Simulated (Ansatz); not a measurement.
**Ti2CO2 MXene bilayer (AB) in a perpendicular field**

Aim: how the Ti2CO2 MXene bilayer (AB) screens a field along its normal, and what the field does to its bands. A positive field points along +c.

Calculated with Ansatz 0.2.0; plane-wave DFT, r2SCAN-D4, Ansatz PAW.

### 1. The structure

The cell holds 10 atoms: 4 O, 4 Ti and 2 C. Cell: a = 3.100 Å, b = 3.100 Å, c = 30.186 Å, α = 90.0°, β = 90.0°, γ = 120.0°. Regions: layer 1: Ti2CO2 MXene, 5 atoms (2 O, 2 Ti and 1 C); layer 2: Ti2CO2 MXene, 5 atoms (2 O, 2 Ti and 1 C). Vacuum lies along c.

Structure file:

```cif
data_structure
_symmetry_space_group_name_H-M 'P 1'
_symmetry_Int_Tables_number 1
_cell_length_a 3.1002
_cell_length_b 3.1002
_cell_length_c 30.1861
_cell_angle_alpha 90.000
_cell_angle_beta 90.000
_cell_angle_gamma 120.000
_cell_volume 251.26
loop_
_atom_site_label
_atom_site_type_symbol
_atom_site_fract_x
_atom_site_fract_y
_atom_site_fract_z
_atom_site_occupancy
O1 O 0.33333 0.66667 0.29815 1
Ti2 Ti 0.66667 0.33333 0.33453 1
C3 C 0.00000 0.00000 0.37506 1
Ti4 Ti 0.33333 0.66667 0.41558 1
O5 O 0.66667 0.33333 0.45196 1
O6 O 0.66667 0.33333 0.54804 1
Ti7 Ti 0.00000 0.00000 0.58442 1
C8 C 0.33333 0.66667 0.62494 1
Ti9 Ti 0.66667 0.33333 0.66547 1
O10 O 0.00000 0.00000 0.70185 1
```

### 2. Relaxation

The starting cell is a guess, so the in-plane lattice and the atoms are relaxed first, with the slab cut off from its images along the normal. The program lengthens the vector along the normal by itself, so c and the volume that it reports differ from the typed ones.

Contents of input.yaml:

```yaml
crystal:
  lattice:
    - [3.10024, 0.0, 0.0]
    - [-1.55012, 2.6848865978, 0.0]
    - [0.0, 0.0, 30.186120451]
  atoms:
    - { symbol: O, position: [0.3333333333, 0.6666666667, 0.2981502712] }
    - { symbol: Ti, position: [0.6666666667, 0.3333333333, 0.3345331515] }
    - { symbol: C, position: [0.0, 0.0, 0.3750574749] }
    - { symbol: Ti, position: [0.3333333333, 0.6666666667, 0.4155817983] }
    - { symbol: O, position: [0.6666666667, 0.3333333333, 0.4519646785] }
    - { symbol: O, position: [0.6666666667, 0.3333333333, 0.5480353215] }
    - { symbol: Ti, position: [0.0, 0.0, 0.5844182017] }
    - { symbol: C, position: [0.3333333333, 0.6666666667, 0.6249425251] }
    - { symbol: Ti, position: [0.6666666667, 0.3333333333, 0.6654668485] }
    - { symbol: O, position: [0.0, 0.0, 0.7018497288] }
  periodic: [true, true, false]
kpoints:
  mp_grid: { grid: [12, 12, 1] }
hamiltonian:
  xc: r2scan
  dispersion: d4
scf:
  occupations: { method: fermi_dirac, width: 0.05 }
  convergence: { dr2_threshold: 1.0e-09 }
relax:
  f_tol: 0.004
  max_steps: 90
  cell: {}
output:
  write_potential: true
  write_density: true
  volumetric_format: npy
```

Run with:

```sh
$ ansatz run input.yaml --threads 4 --pin off --max-ram 6144MiB --backend cpu --events-out ev --progress --plain --runs-dir out
```

Numbers of over 12 decimals in the logs are rounded to 6 here.

What it wrote:

```text
Warning: crystal.periodic: the lattice vector that does not repeat stood 0.000° off the slab's normal, 30.186 Å along it as the deck builds it. The run solves the slab on a vector along the normal, 48.172 Å long, with every atom where it was (on the deck's vector they left 18.00 Å outside them, and the widest stretch free of ions among them is 2.90 Å). A fractional position that the run reports is one of the run's ce [...]
Warning: relax.cell: scf.convergence.dr2_threshold = 1e-9 eV is looser than the 2.03159561572e-10 eV advised for a relaxation that steers and ends on the stress (1e-10 eV for each atom of the cell: 10, times the square of relax.cell.stress_2d_tol = 0.05 N/m over 22.2 Å (the atoms' height at the walk's start and 5 Å past either face), 2.254e-2 GPa, over a crystal's default 0.05). What an SCF threshold leaves in a stress goes as its square root, and in the free energy as the threshold itself, and one threshold admits the most on a small cell: [figures from the program's tests cut] Set scf.convergence.dr2_threshold to 2.03159561572e-10 eV or tighter. [rest of the remark cut]
crystal.periodic: the lattice vector that does not repeat stood 0.000° off the slab's normal, 30.186 Å along it as the deck builds it. The run solves the slab on a vector along the normal, 48.172 Å long, with every atom where it was (on the deck's vector they left 18.00 Å outside them, and the widest stretch free of ions among them is 2.90 Å). A fractional position that the run reports is one of the run's cell, which [...]
Engine: ansatz 0.2.0, aarch64-unknown-linux-gnu
Pseudopotentials: kind: paw
Pseudopotential: O, paw, valence charge 6, recommended cutoff 500 eV (meta_gga), O.paw.azcp
Pseudopotential: Ti, paw, valence charge 12, recommended cutoff 500 eV (meta_gga), Ti.paw.azcp
Pseudopotential: C, paw, valence charge 4, recommended cutoff 500 eV (meta_gga), C.paw.azcp
Functional definition: r2SCAN
  parameter k0 = 0.174
  parameter k1 = 0.065
  parameter a1 = 4.9479
  exchange = r2scan_x(k0 = k0, k1 = k1, a1 = a1)
  correlation = r2scan_c
Crystal: 10 atoms, lattice volume = 400.976 Å³
Basis set: ecut = 500 eV, 10219 PW (Γ), exchange–correlation on 96×96×1440 points (64 copies of the dense FFT grid, shifted against one another)
Bands: 50, of which v1, the nominal top of the filled ones, is band 40 counted from 1 (39 counted from 0)
Symmetry: 12 space group operations
Space group: P-3m1 (ITA 164), of the structure as read, at distance tolerance 7.4e-5 Å
k-points: 19 of 144
Non-local potential: O, projectors of the file, l = 0: 2, l = 1: 2, l = 2: 1
Non-local potential: Ti, projectors of the file, l = 0: 3, l = 1: 2, l = 2: 3, l = 3: 1
Non-local potential: C, projectors of the file, l = 0: 2, l = 1: 2, l = 2: 1
PAW form: soft (Blöchl's): semilocal exchange-correlation on the pseudo side does not see the compensation charge
PAW frozen core: O, regenerated for the run's functional (the file was generated under x = pbe(κ = 0.804, μ = 0.219515), c = pbe(β = 0.066725))
PAW frozen core: Ti, regenerated for the run's functional (the file was generated under x = pbe(κ = 0.804, μ = 0.219515), c = pbe(β = 0.066725))
PAW frozen core: C, regenerated for the run's functional (the file was generated under x = pbe(κ = 0.804, μ = 0.219515), c = pbe(β = 0.066725))
PAW one-centre angular grid: O, 302 points (default); XC on 160 Gauss nodes
PAW one-centre angular grid: Ti, 590 points (default); XC on 160 Gauss nodes
PAW one-centre angular grid: C, 302 points (default); XC on 239 of its mesh's 2573 points in the sphere
Initial density: superposition of atomic densities (neutral atoms: chi_scale 0, normalization atom), corrected by the library's trained network
Initial wavefunctions: pseudopotential atomic-orbital guess
Functional: x = r2scan, c = r2scan; τ floored in thin density (d = 2e-4 eV/Å³)
SCF iter   1: F=—  HF=-12805.996965 eV  |F-HF|=—  |Δ(HF+E_count)|=         —  Δρ=1.89e-2  dr2=2.31e0  dr2_τ=6.74e-1  ethr=1.77e-3  ⟨swp⟩=9.6  Hψ=5683  notcnv=0  defer=6
preconditioner: auto → Resta (q_TF=auto, 2.086 Å⁻¹)  ε∞=3.1  [insulator: Δε(μ)=0.720 eV  Ē_g=8.931 eV  σ=0.050 eV  W_gap=1.00  n_scr=30 (ndim 8)  ℏωp=12.8 eV  f_vac=0.697  D(μ)=0.00/eV (n_scr^D=0)  ε∞_Penn≈3.1  vacuum switching on, ρ_ref=5.8e-3 e/Å³]
SCF iter   2: F=—  HF=-12806.253241 eV  |F-HF|=—  |Δ(HF+E_count)|=   2.56e-1  Δρ=2.40e-2  dr2=2.75e0  dr2_τ=3.07e-1  ethr=1.77e-3  ⟨swp⟩=4.3  Hψ=2501  notcnv=0  defer=74
preconditioner: auto → LDOS  [insulator: Δε(μ)=0.276 eV  Ē_g=8.062 eV  σ=0.050 eV  W_gap=0.88  n_scr=30 (ndim 8)  ℏωp=12.8 eV  f_vac=0.700  D(μ)=0.19/eV (n_scr^D=4)  ε∞_Penn≈3.5  β→1.0]
SCF iter   3: F=—  HF=-12805.917971 eV  |F-HF|=—  |Δ(HF+E_count)|=   3.35e-1  Δρ=3.38e-3  dr2=2.75e-2  dr2_τ=3.19e-3  ethr=1.77e-3  ⟨swp⟩=3.0  Hψ=1530  notcnv=0  defer=74
SCF iter   4: F=—  HF=-12805.930160 eV  |F-HF|=—  |Δ(HF+E_count)|=   1.22e-2  Δρ=1.87e-3  dr2=3.07e-2  dr2_τ=1.95e-3  ethr=3.43e-5  ⟨swp⟩=3.2  Hψ=2439  notcnv=0  defer=70
SCF iter   5: F=—  HF=-12805.925683 eV  |F-HF|=—  |Δ(HF+E_count)|=   4.48e-3  Δρ=5.25e-4  dr2=8.92e-4  dr2_τ=1.73e-4  ethr=3.43e-5  ⟨swp⟩=2.9  Hψ=1786  notcnv=0  defer=70
SCF iter   6: F=—  HF=-12805.925915 eV  |F-HF|=—  |Δ(HF+E_count)|=   2.32e-4  Δρ=1.96e-4  dr2=2.04e-4  dr2_τ=2.29e-5  ethr=1.12e-6  ⟨swp⟩=3.4  Hψ=2085  notcnv=0  defer=67
SCF iter   7: F=—  HF=-12805.925944 eV  |F-HF|=—  |Δ(HF+E_count)|=   2.90e-5  Δρ=1.06e-4  dr2=1.92e-4  dr2_τ=6.58e-6  ethr=2.55e-7  ⟨swp⟩=3.4  Hψ=1924  notcnv=0  defer=67
SCF iter   8: F=—  HF=-12805.925925 eV  |F-HF|=—  |Δ(HF+E_count)|=   1.90e-5  Δρ=3.01e-5  dr2=8.02e-6  dr2_τ=8.11e-7  ethr=2.40e-7  ⟨swp⟩=2.4  Hψ=1224  notcnv=0  defer=67
SCF iter   9: F=—  HF=-12805.925929 eV  |F-HF|=—  |Δ(HF+E_count)|=   4.28e-6  Δρ=1.10e-5  dr2=5.26e-7  dr2_τ=2.52e-8  ethr=1.00e-8  ⟨swp⟩=3.6  Hψ=1935  notcnv=0  defer=67
SCF iter  10: F=—  HF=-12805.925765 eV  |F-HF|=—  |Δ(HF+E_count)|=   1.64e-4  Δρ=2.95e-6  dr2=2.38e-8  dr2_τ=2.55e-9  ethr=6.58e-10  ⟨swp⟩=3.3  Hψ=1976  notcnv=0  defer=67
SCF iter  11: F=—  HF=-12805.925765 eV  |F-HF|=—  |Δ(HF+E_count)|=   3.54e-8  Δρ=2.62e-6  dr2=4.63e-8  dr2_τ=2.43e-9  ethr=2.97e-11  ⟨swp⟩=3.7  Hψ=2267  notcnv=0  defer=67
SCF iter  12: F=—  HF=-12805.925765 eV  |F-HF|=—  |Δ(HF+E_count)|=   2.77e-9  Δρ=6.19e-7  dr2=1.48e-9  dr2_τ=1.70e-10  ethr=2.97e-11  ⟨swp⟩=2.7  Hψ=1441  notcnv=0  defer=67
SCF iter  13: F=-12805.925765 eV  HF=-12805.925765 eV  |F-HF|=5.20e-10  |Δ(HF+E_count)|=   2.70e-9  Δρ=2.15e-7  dr2=1.41e-10  dr2_τ=1.31e-11  ethr=1.25e-12  ⟨swp⟩=11.5  Hψ=7031  notcnv=0
SCF 1 converged in 13 iterations: F = -12805.925765 eV  dr2 = 1.41e-10
[...]
SCF iter  14: F=-12807.849766 eV  HF=-12807.849766 eV  |F-HF|=5.26e-10  |Δ(HF+E_count)|=  7.28e-12  Δρ=1.66e-7  dr2=1.11e-10  dr2_τ=1.16e-11  ethr=1.25e-12  ⟨swp⟩=10.2  Hψ=6042  notcnv=0
SCF 3 converged in 14 iterations: F = -12807.849766 eV  dr2 = 1.11e-10
relax step   3: F+E_penalty+E_count = -12807.84976620 eV  Δ(F+E_penalty+E_count) = -1.711e-2 eV  max|allowed force component| = 6.915e-1 eV/Å  Δτ_max = 0.1483 Å  P = -2.105 N/m  Ω = 385.690 Å³  energy of the carried Pulay correction = +2.260e-3 eV  fix = [c, alpha, beta]  reactions: c -0.000 N/m  (14 SCF iters, accepted)
[...]
relax step   4: F+E_penalty+E_count = -12807.95229630 eV  Δ(F+E_penalty+E_count) = -1.025e-1 eV  max|allowed force component| = 7.424e-2 eV/Å  Δτ_max = 0.1246 Å  P = -0.301 N/m  Ω = 378.769 Å³  energy of the carried Pulay correction = +3.312e-3 eV  fix = [c, alpha, beta]  reactions: c -0.000 N/m  (14 SCF iters, accepted)
[...]
relax step   5: F+E_penalty+E_count = -12807.95273234 eV  Δ(F+E_penalty+E_count) = -4.360e-4 eV  max|allowed force component| = 1.093e-2 eV/Å  Δτ_max = 0.0072 Å  P = +0.114 N/m  Ω = 378.719 Å³  energy of the carried Pulay correction = +3.320e-3 eV  fix = [c, alpha, beta]  reactions: c +0.000 N/m  (11 SCF iters, accepted)
[...]
relax step   6: F+E_penalty+E_count = -12807.95273312 eV  Δ(F+E_penalty+E_count) = -7.891e-7 eV  max|allowed force component| = 9.280e-4 eV/Å  Δτ_max = 0.0012 Å  P = -0.004 N/m  Ω = 378.799 Å³  energy of the carried Pulay correction = +3.307e-3 eV  fix = [c, alpha, beta]  reactions: c -0.000 N/m  (8 SCF iters, accepted)
Initial wavefunctions: pseudopotential atomic-orbital guess (no wavefunctions were taken with the density)
iter 1 solved again at ethr=4.70e-7 eV; its pass at ethr=3.10e-3 eV (dr2=3.76e-4 eV) is discarded
SCF iter   1: F=—  HF=-12807.949325 eV  |F-HF|=—  |Δ(HF+E_count)|=         —  Δρ=9.50e-5  dr2=3.27e-6  dr2_τ=2.27e-5  ethr=4.70e-7  ⟨swp⟩=5.7  Hψ=9457  notcnv=0
SCF iter   2: F=—  HF=-12807.949168 eV  |F-HF|=—  |Δ(HF+E_count)|=   1.57e-4  Δρ=4.87e-5  dr2=9.60e-7  dr2_τ=1.31e-6  ethr=4.09e-9  ⟨swp⟩=3.8  Hψ=2363  notcnv=0
SCF iter   3: F=—  HF=-12807.949171 eV  |F-HF|=—  |Δ(HF+E_count)|=   2.67e-6  Δρ=1.91e-5  dr2=1.42e-6  dr2_τ=1.57e-7  ethr=1.20e-9  ⟨swp⟩=3.8  Hψ=2224  notcnv=0
SCF iter   4: F=—  HF=-12807.949170 eV  |F-HF|=—  |Δ(HF+E_count)|=   2.09e-7  Δρ=2.09e-6  dr2=1.09e-8  dr2_τ=3.03e-9  ethr=1.20e-9  ⟨swp⟩=2.3  Hψ=1439  notcnv=0
SCF iter   5: F=—  HF=-12807.949170 eV  |F-HF|=—  |Δ(HF+E_count)|=   7.67e-9  Δρ=1.23e-6  dr2=2.48e-8  dr2_τ=7.30e-10  ethr=1.36e-11  ⟨swp⟩=4.5  Hψ=2480  notcnv=0
SCF iter   6: F=—  HF=-12807.949170 eV  |F-HF|=—  |Δ(HF+E_count)|=   1.00e-9  Δρ=4.49e-7  dr2=1.40e-9  dr2_τ=8.99e-11  ethr=1.36e-11  ⟨swp⟩=2.4  Hψ=1188  notcnv=0
SCF iter   7: F=-12807.949170 eV  HF=-12807.949170 eV  |F-HF|=1.30e-9  |Δ(HF+E_count)|=  5.11e-10  Δρ=2.49e-7  dr2=2.00e-10  dr2_τ=2.88e-11  ethr=1.25e-12  ⟨swp⟩=15.5  Hψ=7454  notcnv=0
SCF 7 converged in 7 iterations: F = -12807.949170 eV  dr2 = 2.00e-10
relax step   7: F+E_penalty+E_count = -12807.94917047 eV  Δ(F+E_penalty+E_count) = +3.563e-3 eV  max|allowed force component| = 6.971e-4 eV/Å  Δτ_max = 0.0000 Å  P = +0.018 N/m  Ω = 378.799 Å³  fix = [c, alpha, beta]  reactions: c +0.000 N/m  stress off target by 1.80e-2 N/m on what of the cell is left free  SCF on the basis re-selected at this cell (its energy is not comparable with the rows above)  (7 SCF iters)
basis re-selected at this cell: Δ(F+E_penalty+E_count) = +3.563e-3 eV, ΔP = +0.022 N/m vs the last step (what re-selecting the basis moved, of the pressure what is left beyond the Pulay correction that the steps carried, after the strain that the cell walked since its last selection, with what the two solves' SCF thresholds leave and, on support functions, any second-order correction that the steps lacked; it is no m [...]
WARN: The output density's exchange-correlation potential varies sharply where the density is thin. Do not read a vacuum level from v_tot or v_xc, or from such a field of the output density. On a cell that repeats whose density bears no net charge and no dipole along the vacuum's axis use v_es (v_loc + v_h of the components); under efield.dipole_correction with no amplitude use v_es + v_field, which holds any externa [...]
SCF converged after 7 iterations
Free energy (F): -12807.949170 eV
Harris-Foulkes:  -12807.949170 eV  (|F-HF|=1.30e-9)
Internal energy: -12807.948858 eV  (E = F + TS)
E sigma→0 (E₀):  -12807.949014 eV
Entropy (-TS):   -0.000313 eV (-0.031 meV/atom)
Fermi energy:    -5.696495 eV
--- Per-component energies (eV) ---
  E_band       = -2155.009047
  E_kinetic    = 1978.519386
  E_local      = -547042.288931  (includes V_loc(G=0)·N_el)
  E_nonlocal   = 254.612940
  E_hartree    = 272272.782952
  E_xc         = -767.527582
  E_vxc        = -1095.596704  (∫ρ·V_xc dr)
  E_paw        = -5059.585272  (= ΣΔE_a)
  E_vpaw       = -867.169002  (= ΣTr[D̂ρ^β])
  E_aug_tail   = 0.004954  (compensation charges beyond the density's cutoff)
  E_vtau       = 71.339959  (kinetic-family band-sum trace: ∫τ·v_τ [+ j·A + Jᵃ·Aᵃ] dr)
  E_ewald      = 265557.411978
  E_disp       = -0.688143  (pairwise vdW)
  E_core_change = -1.191140  (= ΣΔE_core)
  E_smearing   = -0.000313  (= −TS)
  E_closure    = 0.000000  (closes the sum)
  Σ components = -12807.949170   (vs F -12807.949170, Δ=0.00e0)
--- Forces (eV/Å), atoms counted from 1 ---
  atom   1  O     -0.00000000    -0.00000000    -0.00031009
  atom   2  Ti     0.00000000    -0.00000000    -0.00069713
  atom   3  C     -0.00000000     0.00000000     0.00066467
  atom   4  Ti     0.00000000     0.00000000     0.00002285
  atom   5  O      0.00000000     0.00000000     0.00056051
  atom   6  O      0.00000000    -0.00000000    -0.00056051
  atom   7  Ti     0.00000000    -0.00000000    -0.00002285
  atom   8  C      0.00000000    -0.00000000    -0.00066467
  atom   9  Ti    -0.00000000     0.00000000     0.00069713
  atom  10  O      0.00000000     0.00000000     0.00031009
  max |Σ_I F_I| component: 1.85e-17 eV/Å
--- 2D stress c σ (N/m, compression-positive) ---
        0.018018       0.000000       0.000000
        0.000000       0.018018       0.000000
        0.000000       0.000000       0.000000
  P = ½ c Tr σ = 0.0180 N/m
--- Band table (eV; the first three rows and the last of 19) ---
  k-point 0: bands = [... 36 lower, -5.9397, -5.9397, -5.9304, -5.9304, -5.0912, -5.0912, -5.0904, -5.0904, ... 6 higher]
  k-point 1: bands = [... 36 lower, -6.6874, -6.6812, -6.3974, -6.3903, -4.8882, -4.8804, -4.6295, -4.6255, ... 6 higher]
  k-point 2: bands = [... 36 lower, -7.0557, -6.9885, -6.9829, -6.9486, -5.0460, -5.0173, -4.3616, -4.3572, ... 6 higher]
  k-point 18: bands = [... 36 lower, -9.0643, -8.9563, -8.9563, -8.8227, -4.5748, -4.5748, -4.1286, -4.1286, ... 6 higher]
  the weakly bound empty levels are not read free of the cell's end (no_gap_told)
--- Relaxed structure (6 steps of the walk, 6 accepted, 1 SCFs on fresh bases) ---
  F+E_penalty+E_count = -12807.94917047 eV   max|allowed force component| = 6.971e-4 eV/Å   (the final SCF, on the basis selected at the relaxed cell)
  cell:  # Å, volume = 378.7989 Å³
    - [3.013288, 0.0, 0]
    - [-1.506644, 2.609584, 0]
    - [0, 0, 48.172241]
  atoms:
    - { symbol: O, position: [0.333333, 0.666667, 0.190089] }
    - { symbol: Ti, position: [0.666667, 0.333333, 0.208670] }
    - { symbol: C, position: [-2.4432947666848947e-17, -1.3600232052207409e-17, 0.235739] }
    - { symbol: Ti, position: [0.333333, 0.666667, 0.262801] }
    - { symbol: O, position: [0.666667, 0.333333, 0.281358] }
    - { symbol: O, position: [0.666667, 0.333333, 0.345271] }
    - { symbol: Ti, position: [-2.800059353134407e-17, -1.3600232052207518e-17, 0.363828] }
    - { symbol: C, position: [0.333333, 0.666667, 0.390890] }
    - { symbol: Ti, position: [0.666667, 0.333333, 0.417959] }
    - { symbol: O, position: [-2.900627985237732e-17, -1.3600232052207518e-17, 0.436540] }
```

It took 2.2 min on 4 threads of Arm Neoverse V1, shared host; peak memory 1.8 GiB; 8.7 min of CPU time.

Step by step:

```
step  energy less that of the first step (eV)  largest force component (eV/Å)  volume (Å³)
   1                                   0.0000                          4.0711       400.98
   2                                  -1.9069                          0.7531       378.82
   3                                  -1.9240                          0.6915       385.69
   4                                  -2.0265                          0.0742       378.77
   5                                  -2.0270                          0.0109       378.72
   6                                  -2.0270                          0.0009       378.80
  7*                                  -2.0234                          0.0007       378.80
```

Relaxation steps marked * repeat the geometry before them on a plane-wave basis chosen anew for their cell, so energy and pressure can jump there.

The run keeps the 12 symmetry operations that it works with, so distortions that break them were not tested.

```csv
cell as run,before,after,change
a (Å),3.100,3.013,-2.8 %
b (Å),3.100,3.013,-2.8 %
```

The atoms that moved most (Å, along periodic axes as changes of fractional coordinates times the final cell, across vacuum about the mean position):

```
atom     dx     dy      dz  length
 O10  0.000  0.000  -0.157   0.157
  O1  0.000  0.000   0.157   0.157
 Ti4  0.000  0.000   0.115   0.115
 Ti7  0.000  0.000  -0.115   0.115
  O6  0.000  0.000   0.089   0.089
  O5  0.000  0.000  -0.089   0.089
 Ti2  0.000  0.000  -0.046   0.046
 Ti9  0.000  0.000   0.046   0.046
```

Numbers from this step:

| Quantity | Value |
| --- | --- |
| energy at zero smearing | -12807.9490 eV |

The lattice constant a goes from 3.100 to 3.013 Å.

[end of part 1 of 3]

[Logs are printed without paths, hosts, clocks, repeated set-up lines and the standing remarks that a program may print on its own settings, such as how far it seeks lower states.]

[Hosts, paths, dates, database ids (printed as entryN), source tags and the programs' standing remarks are cut or masked in the printed files.]

[Maps of the electrostatic potential energy from Ansatz leave out the sawtooth potential of an applied field or a dipole correction, so their vacuum need not be flat; planar profiles and work functions include it.]
